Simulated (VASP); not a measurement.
Write the native input for VASP 6.6.1 that does the following.

- Task: relaxation of cell and atoms
- Functional: LDA
- Potentials or basis: VASP PAW LDA potentials, release 64 (I)
- Cutoff: 600 eV
- k mesh: 8 × 8 × 4
- Occupations: gaussian, width 0.03 eV
- Spin: no spin polarisation
- Target pressure: 17 GPa
- Further INCAR settings: ALGO = Normal; EDIFF = 1e-06; IBRION = 2; EDIFFG = -0.01; NSW = 90; ISIF = 3
- Target pressure: 17 GPa

The structure of I lies in POSCAR:

```
I
1.0
    2.9540000000     -2.0027500000      0.0000000000
    2.9540000000      2.0027500000      0.0000000000
    0.0000000000      0.0000000000      9.0992000000
I
4
Direct
    0.5701000000      0.4299000000      0.2644600000
    0.4299000000      0.5701000000      0.7644600000
    0.9613000000      0.0387000000      0.5117300000
    0.0387000000      0.9613000000      0.0117300000
```

The input as run:

INCAR

```
SYSTEM = I
PREC = Accurate
ENCUT = 600
EDIFF = 1E-6
ISMEAR = 0
SIGMA = 0.03
LREAL = .FALSE.
LASPH = .TRUE.
NELM = 80
ALGO = Normal
ISIF = 3
LWAVE = .FALSE.
LCHARG = .FALSE.
IBRION = 2
NSW = 90
EDIFFG = -0.01
PSTRESS = 170.0
KPAR = 2
```

KPOINTS

```
regular mesh
0
G
  8 8 4
  0 0 0
```

Potentials or basis: VASP PAW LDA potentials, release 64 (I).

The run is started by

```bash
$ cat potpaw_LDA.64/I/POTCAR > POTCAR
$ mpirun -np 2 vasp_std > vasp.out
```

Results of the run:

* Relaxed volume: 25.42 Å³/atom
* Relaxed cell: a = 3.562 Å, b = 3.562 Å, c = 8.374 Å, α = 90.00°, β = 90.00°, γ = 73.16°
* Space group after relaxing (to 0.05 Å): Fmmm (No. 69)
* Energy change on relaxing (the enthalpy is what falls): +126.2 meV/atom
* Ionic steps: 67
* Pressure after relaxing: 17.0 GPa
* Largest force after relaxing: 0.003 eV/Å
* Band gap on the k mesh: none (metal or under the smearing width)

Caveat: the cell is relaxed towards a set pressure, so the enthalpy falls and the energy may rise.

Run time: 17 min on 2 MPI ranks on AMD EPYC 9R45 (Zen 5), with other jobs on the host, peak memory 0.28 GiB a rank.
